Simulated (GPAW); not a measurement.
# GaSb (Immm) in GPAW: single point with r2SCAN

Aim: the single point of GaSb with r2SCAN.

All numbers are computed with GPAW 26.7.0; they aren't measurements. Logs are shortened: lines on timing, memory, paths and dates and some standing lists are left out, and cuts for length are marked. The log counts tension as positive stress, the text compression.

## Step 1: Starting point

Symmetry: Immm, No. 71, orthorhombic system. Conventional cell: a = 3.112 Å, b = 5.350 Å, c = 5.787 Å, α = 90.00°, β = 90.00°, γ = 90.00°. Around Sb (site symmetry mmm) lie 6 Ga at 2.89 to 3.09 Å and 2 Sb at 3.11 Å. Ga (site symmetry mmm) has 6 Sb at 2.89 to 3.09 Å and 2 Ga at 3.11 Å as nearest neighbours.

Measurements of this composition are mostly on another form, of space group No. 216.

## Step 2: Single point, r2SCAN

Input file run.py:

```python
from ase.dft.bandgap import bandgap
from ase.io import read, write
from ase.units import GPa
from gpaw import GPAW, PW

atoms = read('POSCAR')

calc = GPAW(mode=PW(400),
            xc='MGGA_X_R2SCAN+MGGA_C_R2SCAN',
            kpts={'size': (8, 8, 8), 'gamma': True},
            occupations={'name': 'fermi-dirac', 'width': 0.05},
            nbands=18,
            maxiter=120,
            txt='gpaw.txt')
atoms.calc = calc
energy = atoms.get_potential_energy()
forces = atoms.get_forces()
stress = atoms.get_stress()
calc.write('gs.gpw')
write('result.traj', atoms)
print(f'Energy: {energy:.6f} eV')
print('Forces (eV/A):')
print(forces.round(4))
print('Stress (GPa):', (stress / GPa).round(3))
print('Fermi level:', round(calc.get_fermi_level(), 4), 'eV')
print(f'Gap: {bandgap(calc)[0]:.4f} eV, direct: {bandgap(calc, direct=True)[0]:.4f} eV')
```

Input file POSCAR:

```
GaSb
1.0
   -1.5559010000      2.6750030000      2.8933130000
    1.5559010000     -2.6750030000      2.8933130000
    1.5559010000      2.6750030000     -2.8933130000
Sb Ga
1 1
Direct
    0.5000000000      0.5000000000      0.0000000000
    0.0000000000      0.0000000000      0.0000000000
```

Potentials or basis: GPAW PAW data sets (gpaw-data 1.2.1), pw.

Launch:

```console
$ OMP_NUM_THREADS=1 python run.py
```

gpaw.txt:

```text
__  _  _
 | _ |_)|_||  |
 |__||  | ||/\| - 26.7.0

Input parameters:
  mode=PW(ecut=400.0),
  kpts=MonkhorstPack(size=(8, 8, 8), gamma=True),
  maxiter=120,
  nbands=18,
  occupations=Occupations(name='fermi-dirac', width=0.05),
  xc=XC(name='MGGA_X_R2SCAN+MGGA_C_R2SCAN')

Diagonalizing LCAO Hamiltonian
Converting LCAO to pw mode

       Sb

       Ga

Atoms  # Å, Bohr magnetons
|   | symbol |        x |        y |        z |    initial magnetic moments |
|---|--------|----------|----------|----------|-----------------------------|
| 0 |     Sb | 0.000000 | 0.000000 | 2.893313 | ( 0.0000,  0.0000,  0.0000) |
| 1 |     Ga | 0.000000 | 0.000000 | 0.000000 | ( 0.0000,  0.0000,  0.0000) |

Unit cell  # Å
| periodic |         x |         y |         z |  lengths |     angles |
|----------|-----------|-----------|-----------|----------|------------|
|      yes | -1.555901 |  2.675003 |  2.893313 | 4.236476 | 136.906161 |
|      yes |  1.555901 | -2.675003 |  2.893313 | 4.236476 | 101.689814 |
|      yes |  1.555901 |  2.675003 | -2.893313 | 4.236476 |  93.850369 |

Number of symmetries: 8
Symmetry operations  # r_c * U_cc + t_c -> r_c
|   | kind |            matrix            |
|---|------|------------------------------|
| 0 |  σ   |  1, 1, 1,  0, 0,-1,  0,-1, 0 |
| 1 |  E   |  1, 0, 0,  0, 1, 0,  0, 0, 1 |
| 2 |  C2  |  0, 1, 0,  1, 0, 0, -1,-1,-1 |
| 3 |  C2  |  0, 0, 1, -1,-1,-1,  1, 0, 0 |
| 4 |  σ   |  0, 0,-1,  1, 1, 1, -1, 0, 0 |
| 5 |  σ   |  0,-1, 0, -1, 0, 0,  1, 1, 1 |
| 6 |  i   | -1, 0, 0,  0,-1, 0,  0, 0,-1 |
| 7 |  C2  | -1,-1,-1,  0, 0, 1,  0, 1, 0 |

BZ-sampling:
  Number of BZ points: 512
  Number of IBZ points: 95

  Monkhorst-Pack size: [8, 8, 8]
  Monkhorst-Pack shift: [0.0625, 0.0625, 0.0625]

K-points  # in reciprocal-cell coordinates
|     |                                coordinates |     weight |
|-----|--------------------------------------------|------------|
|   0 | (  0.00000000,   0.00000000,   0.00000000) | 0.00195312 |
|   1 | (  0.12500000,  -0.12500000,  -0.12500000) | 0.00390625 |
|   2 | (  0.12500000,  -0.12500000,   0.00000000) | 0.00781250 |
|   3 | (  0.12500000,  -0.12500000,   0.12500000) | 0.00390625 |
|   4 | (  0.12500000,   0.00000000,  -0.12500000) | 0.00781250 |
|   5 | (  0.12500000,   0.00000000,   0.00000000) | 0.00781250 |
|   6 | (  0.12500000,   0.12500000,  -0.12500000) | 0.00390625 |
|   7 | (  0.25000000,  -0.25000000,  -0.25000000) | 0.00390625 |
|   8 | (  0.25000000,  -0.25000000,  -0.12500000) | 0.00781250 |
|   9 | (  0.25000000,  -0.25000000,   0.00000000) | 0.00781250 |
| ... |                                            |            |
|  94 | (  0.50000000,   0.50000000,   0.50000000) | 0.00195312 |

Plane wave coefficients: 894
Cutoff: 400.0 eV

Spin-components: 1 (collinear spins)
Bands:           18
Projectors:      11
Spin-degeneracy: 2
Datatype:        complex128

Parallelization:
  kpt:    1
  domain: 1
  band:   1

Density:
  Valence electrons: 18.0
  Components: 1
  Grid points: [20 20 20]
  Charge: 0.0  # |e|

Potential:
  Grid points: [20 20 20]

species:
  Sb:
    name:    Antimony
    Z:       51.0
    valence: 15
    core:    36
    charge:  0.0  # [|e|]
    compensation charges:
      type: gauss
      rc: 0.36  # [Å]
      lmax: 2
    cutoffs:
      filter: 2.23  # [Å]
      core: 2.23  # [Å]
    projectors
    | kind |    occ | energy [eV] | rcut [Å] |
    |------|--------|-------------|----------|
    |   5s |  2.000 |     -12.815 |    1.154 |
    |   5p |  3.000 |      -4.830 |    1.233 |
    |   4d | 10.000 |     -33.514 |    1.196 |
    |    s |        |      14.396 |    1.154 |
    |    p |        |      22.381 |    1.233 |
    |    d |        |      -6.303 |    1.196 |

    Using partial waves for Sb as LCAO basis

  Ga:
    name:    Gallium
    Z:       31.0
    valence: 3
    core:    28
    charge:  0.0  # [|e|]
    compensation charges:
      type: gauss
      rc: 0.37  # [Å]
      lmax: 2
    cutoffs:
      filter: 2.06  # [Å]
      core: 4.17  # [Å]
    projectors
    | kind |    occ | energy [eV] | rcut [Å] |
    |------|--------|-------------|----------|
    |   4s |  2.000 |      -8.945 |    1.164 |
    |   4p |  1.000 |      -2.580 |    1.164 |
    |    s |        |      18.266 |    1.164 |
    |    p |        |      24.631 |    1.164 |
    |    d |        |       0.000 |    1.164 |

    Using partial waves for Ga as LCAO basis

Reference energy: -229166.229777  # eV

eigensolver:
  PPCG
  Converge bands: occupied
  niter=2

density mixing:
  MSR1-Mixer
  Pratt-step length: 0.05
  Maximum mixing coefficient: 0.75
  Old densities: 10
  SVD Regularization: 0.005
  Good broyden scale: 1.0
  Trust region scale: 1.0
  Backstep threshold: 4.0
  History deletion threshold: 6.0
  Fourier metric: weight=20.0, sigma=0.015

occupation numbers:
  Fermi-Dirac:
    width: 0.0500  # eV

poisson solver:
  ecut: 3200.0  # eV

xc functional:
  name: MGGA_X_R2SCAN+MGGA_C_R2SCAN with 2 nearest neighbor stencil

convergence criteria:
- Maximum [total energy] change in last 3 cyles: 0.0005 eV / valence electron
- Maximum integral of absolute [dens]ity change: 0.0001 electrons / valence electron
- Maximum integral of absolute [eigenst]ate change: 4e-08 eV^2 / valence electron
maximum number of iterations: 120

SCF iterations
|iter     | |      energy | eigst |  dens |
|---------|-|-------------|-------|-------|
|iter:   1| |  -30.882922 | +0.08 |       |
|iter:   2| |  -29.171367 | -1.28 | -1.59 |
|iter:   3| |-84391.779408 | +4.35 | -1.54 |
|iter:   4| |  -23.705146 | +2.28 | +1.58 |
|iter:   5| |  -29.169288 | +0.66 | -1.11 |
|iter:   6| |  -29.222611 | -0.79 | -1.81 |
|iter:   7| |  -29.222289 | -2.82 | -2.05 |
|iter:   8| |  -29.225668c| -2.98 | -2.22 |
|iter:   9| |  -29.225269c| -4.11 | -2.44 |
|iter:  10| |  -29.225215c| -4.53 | -2.63 |
|iter:  11| |  -29.225124c| -5.25 | -2.76 |
|iter:  12| |  -29.225104c| -5.45 | -3.01 |
|iter:  13| |  -29.225096c| -5.80 | -3.27 |
|iter:  14| |  -29.225094c| -6.14 | -3.67 |
|iter:  15| |  -29.225094c| -7.95c| -4.63c|

Converged in 15 steps
Energy contributions relative to reference atoms: (reference = -229166.229777)

Energy contributions:
  Kinetic:           8.849809
  Coulomb:          -7.637394
  Zero:              0.079852
  External:          0.000000
  Xc:              -30.514013
  Entropy:          -0.006696
  Spinorbit:         0.000000
  ----------------------------
  Free energy:     -29.228442
  Extrapolated:    -29.225094

dipole moment: (-9.590699, -16.488934, 2.951046)  # |e|*Ang

Fermi level: 6.429
Eigenvalues  # (at kpt = [0.000, 0.000, 0.000])
| band index |      eig [eV] | occ [0-2] |
|------------|---------------|-----------|
|          0 |       -23.329 |     2.000 |
|          1 |       -23.200 |     2.000 |
|          2 |       -23.187 |     2.000 |
|          3 |       -23.185 |     2.000 |
|          4 |       -23.179 |     2.000 |
|          5 |        -5.991 |     2.000 |
|          6 |         3.312 |     2.000 |
|          7 |         4.143 |     2.000 |
|          8 |         4.620 |     2.000 |
|          9 |        10.301 |     0.000 |
|         10 |        12.199 |     0.000 |
|         11 |        13.012 |     0.000 |
|         12 |        14.475 |     0.000 |
|         13 |        15.028 |     0.000 |
|         14 |        16.118 |     0.000 |
|         15 |        17.720 |     0.000 |
|         16 |        19.053 |     0.000 |
|         17 |        19.156 |     0.000 |

No gap
No difference between direct/indirect transitions

Forces  # eV/Ang
|        x |       y |        z |
|----------|---------|----------|
| -0.00000 | 0.00000 | -0.00000 |  # Sb   0
| -0.00000 | 0.00000 |  0.00000 |  # Ga   1

Stress tensor  # eV/Ang^3
|         x |         y |        z |
|-----------|-----------|----------|
|  0.009225 | -0.000000 | 0.000000 |
| -0.000000 |  0.034446 | 0.000000 |
|  0.000000 |  0.000000 | 0.041694 |

# Writing to gs.gpw (mode='')
```

Run time: 1.9 min. Hardware: 1 thread of Intel Xeon Platinum 8259CL at 2.50GHz (Skylake/Cascade Lake), shared host; peak memory 0.3 GiB.

These settings aren't checked as converged: the numbers below hold their error.

What came out:

* Free energy: -29.2284 eV
* Pressure: -4.6 GPa
* Band gap on the k mesh: none (metal or under the smearing width)

Caveat: the cutoff is short for stress and forces, so pressures can be off by a GPa or more; the PAW data sets were made with another functional, which shifts forces and pressure a little.
